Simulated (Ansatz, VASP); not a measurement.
# Cross-check of Pt (Pt strained to the junction's net) between VASP and Ansatz

Aim: how closely do two programs agree when they are given the same cell, functional and k mesh? The structure shown is the end of the Ansatz relaxation below.

Method: plane waves, with VASP 6.6.1 beside it; single point at PBE, in Ansatz 0.2.0.

## Step 1: Starting point

It takes space group R-3m (No. 166, trigonal). The conventional cell has a = 2.708 Å, b = 2.708 Å, c = 7.187 Å, α = 90.00°, β = 90.00°, γ = 120.00°. Nearest to Pt lie 12 Pt at 2.71 to 2.86 Å.

Structure file:

```cif
data_structure
_symmetry_space_group_name_H-M 'P 1'
_symmetry_Int_Tables_number 1
_cell_length_a 2.7080
_cell_length_b 2.7080
_cell_length_c 7.1873
_cell_angle_alpha 90.000
_cell_angle_beta 90.000
_cell_angle_gamma 120.000
_cell_volume 45.64
loop_
_atom_site_label
_atom_site_type_symbol
_atom_site_fract_x
_atom_site_fract_y
_atom_site_fract_z
_atom_site_occupancy
Pt1 Pt 0.00000 0.00000 0.00000 1
Pt2 Pt 0.33333 0.66667 0.33333 1
Pt3 Pt 0.66667 0.33333 0.66667 1
```

## Step 2: Ansatz: relaxation, PBE

Ansatz runs on its default PAW (the set named soft_2) files.

This run makes the geometry at which the two programs are then compared.

File input.yaml:

```yaml
crystal:
  lattice:
    - [2.708, 0.0, 0.0]
    - [-1.354, 2.3451967934, 0.0]
    - [0.0, 0.0, 7.0463581439]
  atoms:
    - { symbol: Pt, position: [0.0, 0.0, 0.0] }
    - { symbol: Pt, position: [0.3333333333, 0.6666666667, 0.3333333333] }
    - { symbol: Pt, position: [0.6666666667, 0.3333333333, 0.6666666667] }
kpoints:
  mp_grid: { grid: [18, 18, 4] }
scf:
  occupations: { method: fermi_dirac, width: 0.1 }
  max_iter: 150
hamiltonian:
  xc: pbe
relax:
  f_tol: 0.01
  max_steps: 40
  cell: { fix: [a, b, angles] }
```

Started as:

```
ansatz run input.yaml --threads 4 --pin off --max-ram 16384MiB --backend cpu --events-out ev --progress --plain --runs-dir out
```

Numbers of over 12 decimals in the logs are rounded to 6 here.

What it wrote:

```text
Engine: ansatz 0.2.0, aarch64-unknown-linux-gnu
Pseudopotentials: kind: paw
Pseudopotential: Pt, paw, valence charge 18, recommended cutoff 420 eV (normal), Pt.paw.azcp
Functional definition: PBE
  parameter kappa = 0.804
  parameter beta = 0.066725
  exchange = pbe_x(kappa = kappa, mu = beta*pi^2/3)
  correlation = pbe_c(beta = beta)
Crystal: 3 atoms, lattice volume = 44.750 Å³
Basis set: ecut = 420 eV, 881 PW (Γ), exchange–correlation on 40×40×96 points (8 copies of the dense FFT grid, shifted against one another)
Bands: 33, of which v1, the nominal top of the filled ones, is band 27 counted from 1 (26 counted from 0)
Symmetry: 36 space group operations
Space group: R-3m (ITA 166), of the structure as read, at distance tolerance 3.6e-5 Å
k-points: 138 of 1296
Non-local potential: Pt, projectors of the file, l = 0: 3, l = 1: 2, l = 2: 2, l = 3: 1
PAW form: soft (Blöchl's): semilocal exchange-correlation on the pseudo side does not see the compensation charge
PAW one-centre angular grid: Pt, 590 points (default); XC on 64 Gauss nodes
Initial density: superposition of atomic densities (neutral atoms: chi_scale 0, normalization atom), corrected by the library's trained network
Initial wavefunctions: pseudopotential atomic-orbital guess
Functional: x = pbe(κ = 0.804, μ = 0.219515), c = pbe(β = 0.066725)
SCF iter   1: F=—  HF=-37568.974679 eV  |F-HF|=—  |Δ(HF+E_count)|=         —  Δρ=3.91e-3  dr2=1.87e-3  ethr=1.77e-3  ⟨swp⟩=5.2  Hψ=16207  notcnv=0
preconditioner: auto → Kerker (q_TF=auto, 2.815 Å⁻¹)  [metal: Δε(μ)=0.003 eV  Ē_g=9.657 eV  σ=0.100 eV  W_gap=0.01  n_scr=12 (ndim 8)  ℏωp=30.4 eV  f_vac=0.000  D(μ)=4.59/eV (n_scr^D=50)]
SCF iter   2: F=—  HF=-37568.977768 eV  |F-HF|=—  |Δ(HF+E_count)|=   3.09e-3  Δρ=2.01e-3  dr2=4.69e-4  ethr=3.46e-6  ⟨swp⟩=3.0  Hψ=10163  notcnv=0
SCF iter   3: F=—  HF=-37568.978240 eV  |F-HF|=—  |Δ(HF+E_count)|=   4.72e-4  Δρ=2.59e-4  dr2=8.40e-6  ethr=8.69e-7  ⟨swp⟩=2.2  Hψ=6842  notcnv=0
SCF iter   4: F=—  HF=-37568.978215 eV  |F-HF|=—  |Δ(HF+E_count)|=   2.51e-5  Δρ=3.58e-5  dr2=3.26e-7  ethr=1.56e-8  ⟨swp⟩=2.2  Hψ=6848  notcnv=0
iter 5 did not close the SCF: its close was put off for the readings that it lacked (scf_convergence_deferred on its scf_iter line)
SCF iter   5: F=-37568.978215 eV  HF=-37568.978215 eV  |F-HF|=9.97e-9  |Δ(HF+E_count)|=   4.79e-8  Δρ=9.61e-6  dr2=3.93e-8  ethr=6.03e-10  ⟨swp⟩=2.3  Hψ=7155  notcnv=0
SCF iter   6: F=-37568.978215 eV  HF=-37568.978215 eV  |F-HF|=2.62e-10  |Δ(HF+E_count)|=   2.55e-9  Δρ=2.76e-6  dr2=2.23e-9  ethr=7.29e-11  ⟨swp⟩=1.9  Hψ=14288  notcnv=0
SCF 1 converged in 6 iterations: F = -37568.978215 eV  dr2 = 2.23e-9
  greatest PAW one-centre occupation: 1.000 electrons in one spin orbital (limit 2), on the Pt atom at site 2 (counted from 0), in its partial waves of l = 0
relax step   1: F+E_penalty+E_count = -37568.97821482 eV  Δ(F+E_penalty+E_count) = +0.000e0 eV  max|allowed force component| = 5.207e-27 eV/Å  Δτ_max = 0.0000 Å  P = +14.901 GPa  Ω = 44.750 Å³  fix = [a, b, alpha, beta, gamma]  reactions: a +18.839, b +18.839 GPa  (6 SCF iters, dr2 threshold 1.00e-7 eV, accepted)
[...]
relax step   3: F+E_penalty+E_count = -37568.99663270 eV  Δ(F+E_penalty+E_count) = -1.238e-2 eV  max|allowed force component| = 2.918e-26 eV/Å  Δτ_max = 0.0000 Å  P = +9.298 GPa  Ω = 45.722 Å³  energy of the carried Pulay correction = -4.385e-4 eV  fix = [a, b, alpha, beta, gamma]  reactions: a +14.218, b +14.218 GPa  (6 SCF iters, dr2 threshold 3.00e-7 eV, accepted)
[...]
relax step   4: F+E_penalty+E_count = -37568.99679745 eV  Δ(F+E_penalty+E_count) = -1.648e-4 eV  max|allowed force component| = 1.967e-28 eV/Å  Δτ_max = 0.0000 Å  P = +9.704 GPa  Ω = 45.645 Å³  energy of the carried Pulay correction = -4.042e-4 eV  fix = [a, b, alpha, beta, gamma]  reactions: a +14.556, b +14.556 GPa  (6 SCF iters, dr2 threshold 3.00e-7 eV, accepted)
[...]
relax step   5: F+E_penalty+E_count = -37568.99717638 eV  Δ(F+E_penalty+E_count) = -3.789e-4 eV  max|allowed force component| = 1.421e-28 eV/Å  Δτ_max = 0.0000 Å  P = +9.696 GPa  Ω = 45.645 Å³  fix = [a, b, alpha, beta, gamma]  reactions: a +14.550, b +14.550 GPa  stress off target by 1.16e-2 GPa on what of the cell is left free  SCF on the basis re-selected at this cell (its energy is not comparable with the rows above)  (8 SCF iters)
basis re-selected at this cell: Δ(F+E_penalty+E_count) = -3.789e-4 eV, ΔP = -0.008 GPa vs the last step (what re-selecting the basis moved, of the pressure what is left beyond the Pulay correction that the steps carried, after the strain that the cell walked since its last selection, with what the two solves' SCF thresholds leave and, on support functions, any second-order correction that the steps lacked; it is no measure of the basis error at this ecutwfc). The dense FFT grid was sized anew with the basis: this SCF ran on 20×20×50 points, the steps before it on 20×20×48, so part of this shift can come from that change (see relax.cell in the input reference). [rest of the remark cut]
SCF converged after 8 iterations
Free energy (F): -37568.997176 eV
Harris-Foulkes:  -37568.997176 eV  (|F-HF|=7.28e-12)
Internal energy: -37568.850351 eV  (E = F + TS)
E sigma→0 (E₀):  -37568.923764 eV
Entropy (-TS):   -0.146826 eV (-48.942 meV/atom)
Fermi energy:    23.117837 eV
--- Per-component energies (eV) ---
  E_band       = -398.155684
  E_kinetic    = 1915.014911
  E_local      = -4434.293533  (includes V_loc(G=0)·N_el)
  E_nonlocal   = 599.433939
  E_hartree    = 1648.528923
  E_xc         = -786.314093
  E_vxc        = -909.853803  (∫ρ·V_xc dr)
  E_paw        = -28362.078213  (= ΣΔE_a)
  E_vpaw       = -865.515618  (= ΣTr[D̂ρ^β])
  E_aug_tail   = 0.000573  (compensation charges beyond the density's cutoff)
  E_ewald      = -8149.142858
  E_smearing   = -0.146826  (= −TS)
  E_closure    = 0.000000  (closes the sum)
  Σ components = -37568.997176   (vs F -37568.997176, Δ=0.00e0)
--- Forces (eV/Å), atoms counted from 1 ---
  atom   1  Pt    -0.00000000    -0.00000000     0.00000000
  atom   2  Pt    -0.00000000    -0.00000000     0.00000000
  atom   3  Pt     0.00000000    -0.00000000    -0.00000000
  max |Σ_I F_I| component: 2.13e-28 eV/Å
--- Stress (GPa, compression-positive) ---
       14.550422       0.000000      -0.000000
        0.000000      14.550422       0.000000
       -0.000000       0.000000      -0.011551
  P = ⅓ Tr σ = 9.6964 GPa (96.964 kbar)
--- Relaxed structure (4 steps of the walk, 4 accepted, 1 SCFs on fresh bases) ---
  F+E_penalty+E_count = -37568.99717638 eV   max|allowed force component| = 1.421e-28 eV/Å   (the final SCF, on the basis selected at the relaxed cell)
  cell:  # Å, volume = 45.6450 Å³
    - [2.708000, 0, 0]
    - [-1.354000, 2.345197, 0]
    - [0, 0, 7.187286]
  atoms:
    - { symbol: Pt, position: [0, 0, 0.0] }
    - { symbol: Pt, position: [0.333333, 0.666667, 0.333333] }
    - { symbol: Pt, position: [0.666667, 0.333333, 0.666667] }
```

## Step 3: VASP: single point, PBE

The same cell, functional, mesh and smearing now go to VASP, with its own data sets.

Lines of VASP's logs that name or quote its potential files are left out, and so is its time.

File INCAR:

```
SYSTEM = Pt
PREC = Accurate
ENCUT = 500
EDIFF = 1E-06
NELM = 120
ISMEAR = -1
SIGMA = 0.1
LREAL = .FALSE.
ALGO = Normal
GGA = PE
NBANDS = 21
LASPH = .TRUE.
LORBIT = 11
LWAVE = .FALSE.
LCHARG = .FALSE.
ISIF = 2
GGA_COMPAT = .FALSE.
```

File POSCAR:

```
Pt
1.0
    2.7080000000      0.0000000000      0.0000000000
   -1.3540000000      2.3451967934      0.0000000000
    0.0000000000      0.0000000000      7.1872859386
Pt
3
Direct
    0.0000000000      0.0000000000      0.0000000000
    0.3333333333      0.6666666667      0.3333333333
    0.6666666667      0.3333333333      0.6666666667
```

File KPOINTS:

```
Automatic mesh
0
Gamma
18 18 4
0 0 0
```

PAW data sets: Pt (PBE family, release 64).

Started as:

```
mpirun -np 1 vasp_std
```

What it wrote:

```text
[banner, memory and clock lines left out]
running    1 mpi-ranks, on    1 nodes
 distrk:  each k-point on    1 cores,    1 groups
 distr:  one band on    1 cores,    1 groups

 POSCAR found type information on POSCAR Pt
 POSCAR found :  1 types and       3 ions
 LDA part: xc-table for (Slater+PW92), standard interpolation
 POSCAR, INCAR and KPOINTS ok, starting setup
 FFT: planning ... GRIDC
 FFT: planning ... GRID_SOFT
 FFT: planning ... GRID
 WAVECAR not read
 entering main loop
       N       E                     dE             d eps       ncg     rms          rms(c)
DAV:   1     0.171619691553E+03    0.17162E+03   -0.15050E+04  5940   0.132E+03
DAV:   2    -0.150765775323E+02   -0.18670E+03   -0.17480E+03  6352   0.293E+02
DAV:   3    -0.193539926956E+02   -0.42774E+01   -0.41924E+01  6679   0.444E+01
DAV:   4    -0.193855354124E+02   -0.31543E-01   -0.31528E-01  6551   0.393E+00
DAV:   5    -0.193858674766E+02   -0.33206E-03   -0.33206E-03  6769   0.431E-01    0.220E+01
DAV:   6    -0.183772080968E+02    0.10087E+01   -0.19135E+00  6376   0.109E+01    0.117E+01
DAV:   7    -0.182650375574E+02    0.11217E+00   -0.48019E-01  6626   0.531E+00    0.320E+00
DAV:   8    -0.182515034703E+02    0.13534E-01   -0.57526E-02  6301   0.184E+00    0.105E+00
DAV:   9    -0.182508304074E+02    0.67306E-03   -0.66148E-04  6606   0.204E-01    0.621E-02
DAV:  10    -0.182508513338E+02   -0.20926E-04   -0.12185E-05  6601   0.240E-02    0.145E-02
DAV:  11    -0.182508531102E+02   -0.17763E-05   -0.10940E-06  4233   0.777E-03    0.111E-02
DAV:  12    -0.182508525953E+02    0.51490E-06   -0.24199E-07  3578   0.424E-03
   1 F= -.18250853E+02 E0= -.18176974E+02  d E =-.147757E+00
```

OUTCAR, selected parts (step 3):

```text
ion  position               nearest neighbor table
   1  0.000  0.000  0.000-   2 2.86   3 2.86   2 2.86   3 2.86   3 2.86   2 2.86
   2  0.333  0.667  0.333-   1 2.86   1 2.86   1 2.86   3 2.86   3 2.86   3 2.86
   3  0.667  0.333  0.667-   1 2.86   1 2.86   1 2.86   2 2.86   2 2.86   2 2.86

  LATTYP: Found a hexagonal cell.
 ALAT       =     2.7080000000
 C/A-ratio  =     2.6540937735

 Subroutine GETGRP returns: Found 12 space group operations
 (whereof 12 operations were pure point group operations)

The static configuration has the point symmetry D_3d.

 Found    138 irreducible k-points:

   k-points           NKPTS =    138   k-points in BZ     NKDIM =    138   number of bands    NBANDS=     21

   dimension x,y,z NGX =    20 NGY =   20 NGZ =   54
   dimension x,y,z NGXF=    40 NGYF=   40 NGZF=  108

   ENCUT  =  500.0 eV  36.75 Ry    6.06 a.u.   4.94  4.94 13.10*2*pi/ulx,y,z

   NELECT =      30.0000    total number of electrons

 k-points in reciprocal lattice and weights: Automatic mesh
   0.00000000  0.00000000  0.00000000       0.001
   0.05555556  0.00000000  0.00000000       0.005
   0.11111111  0.00000000  0.00000000       0.005
   0.16666667 -0.00000000  0.00000000       0.005
   0.22222222 -0.00000000  0.00000000       0.005
   0.27777778 -0.00000000  0.00000000       0.005
   0.33333333  0.00000000  0.00000000       0.005
   0.38888889 -0.00000000  0.00000000       0.005
   0.44444444 -0.00000000  0.00000000       0.005
[...]
0.33333333  0.27777778  0.50000000       0.009
   0.33333333  0.33333333  0.50000000       0.002

 average (electrostatic) potential at core
       1 -63.0393       2 -63.0393       3 -63.0393

 E-fermi :  11.0857

 k-point     1 :       0.0000    0.0000    0.0000
  band No.  band energies     occupation
    ...
     14       9.6119      2.00000
     15      10.4482      1.99660
     16      10.4482      1.99660
     17      10.4482      1.99660
     18      10.4482      1.99660
     19      19.8721      0.00000
     20      19.8721      0.00000
     21      25.5676      0.00000

 k-point     2 :       0.0556    0.0000    0.0000
  band No.  band energies     occupation
    ...
     14       9.5971      2.00000
     15      10.2142      1.99967
     16      10.3928      1.99804
     17      10.6461      1.97565
     18      10.7944      1.89705
     19      19.9298      0.00000
     20      19.9390      0.00000
     21      25.7697      0.00000

 k-point     3 :       0.1111    0.0000    0.0000
  band No.  band energies     occupation
    ...
     13       9.3279      2.00000
     14       9.5649      2.00000
     15       9.9585      1.99997
     16      10.6171      1.98173
     17      10.8001      1.89127
     18      11.2829      0.24452
     19      20.0770      0.00000
     20      20.1495      0.00000
     21      26.3385      0.00000

  Total        3.9956374      3.9956374     -0.1535060      0.0000000      0.0000000     -0.0000000
  in kB      140.2502921    140.2502921     -5.3881935      0.0000000      0.0000000     -0.0000000
  external PRESSURE =      91.7041302 kB  Pullay stress =       0.0000000 kB

  energy-cutoff  :      500.00
  volume of cell :       45.64
      direct lattice vectors                 reciprocal lattice vectors
     2.708000000  0.000000000  0.000000000     0.369276219  0.213201724  0.000000000
    -1.354000000  2.345196793  0.000000000     0.000000000  0.426403448  0.000000000
     0.000000000  0.000000000  7.187285939     0.000000000  0.000000000  0.139134579

 POSITION                                       TOTAL-FORCE (eV/Angst)
 -----------------------------------------------------------------------------------
      0.00000      0.00000      0.00000        -0.000000      0.000000      0.000000
     -0.00000      1.56346      2.39576         0.000000      0.000000      0.000000
      1.35400      0.78173      4.79152        -0.000000     -0.000000     -0.000000
 -----------------------------------------------------------------------------------
    total drift:                               -0.000000      0.000000      0.000000

  FREE ENERGIE OF THE ION-ELECTRON SYSTEM (eV)
  ---------------------------------------------------
  free  energy   TOTEN  =       -18.2508525953 eV

  energy  without entropy=      -18.1030953366  energy(sigma->0) =      -18.17697397

 total charge
# of ion       s       p       d       tot
------------------------------------------
    1        0.640   0.608   8.046   9.294
    2        0.640   0.608   8.046   9.294
    3        0.640   0.608   8.046   9.294
--------------------------------------------------
tot          1.921   1.824  24.137  27.882

[... 3 further parts left out ...]
```

The run ends at a pressure of 9.17 GPa.

## Step 4: Differences

Known differences besides the potentials themselves: the data sets hold 54 valence electrons in Ansatz (on its default PAW (the set named soft_2) files) and 30 in VASP; the cutoff is 420 eV in Ansatz and 500 eV in VASP; Ansatz's pressure holds a Pulay correction, VASP's none. Total energies have different zeros and are not compared.

The two programs side by side:

| quantity | Ansatz | VASP | difference |
| --- | --- | --- | --- |
| pressure (GPa) | 9.70 | 9.17 | +0.53 |

## Step 5: Summary of results

```yaml
difference_in_pressure_single_point_pbe: 0.53 GPa
```

**Reading.** The difference in pressure is 0.53 GPa (single point, PBE), within the 1 GPa picked in this series as the mark of a large difference. The data sets hold unlike numbers of valence electrons (54 in Ansatz and 30 in VASP), so part of the differences comes from the potentials. Such differences can come from data sets, numerical settings and the points named under the comparisons, not from the functional's error against experiment.

[Lines on the potential files, build, host, timing and source positions are cut from VASP's logs without a mark.]

[Logs are printed without paths, hosts, clocks, repeated set-up lines and the standing remarks that a program may print on its own settings, such as how far it seeks lower states.]

[Hosts, paths, dates, database ids (printed as entryN), source tags and the programs' standing remarks are cut or masked in the printed files.]
